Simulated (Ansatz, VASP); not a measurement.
**Two plane-wave programs on PbO**

```
Pb O
1.0
     0.14641    2.88110    2.88110
     2.88110    0.14641    2.88110
     2.88110    2.88110    0.14641
Pb O
1 1
Cartesian
  0.0153 0.0153 0.0153
  1.4619 1.4619 1.4619
```

Change from the starting cell: epitaxial_111 strain -2.3%.

Alike in both runs: task single point; functional r2SCAN; k mesh 8 × 8 × 8; no spin polarisation.

```csv
,VASP,Ansatz
version,VASP 6.6.1,Ansatz 0.2.0
potentials or method,"VASP PAW PBE potentials, release 64 (Pb_d, O)","plane waves, PAW"
plane-wave cutoff (eV),520,500
occupations,"gaussian, width 0.01 eV",fixed
valence electrons in the cell,20,20
```

Ansatz gave:

| Item | Value |
| --- | --- |
| gap on the k mesh at the Fermi level (eV) | 0.80 |
| pressure (GPa) | -0.9 |
| largest component of the traceless stress (GPa) | 0.44 |
| rms of the force components (eV/Å) | 0.000 |

**Question.** Which values does VASP return?

**Answer.** gap on the k mesh at the Fermi level (eV): 0.79; pressure (GPa): -0.6; largest component of the traceless stress (GPa): 0.41; rms of the force components (eV/Å): 0.012.

Atom by atom the forces differ by 0.012 eV/Å (rms over components).

Caveats: the PAW data sets were made with another functional, which shifts forces and pressure a little (VASP); spin-orbit coupling is left out, which as a rule narrows the gap of such compounds by several tenths of an eV. A k mesh can miss the band edges.
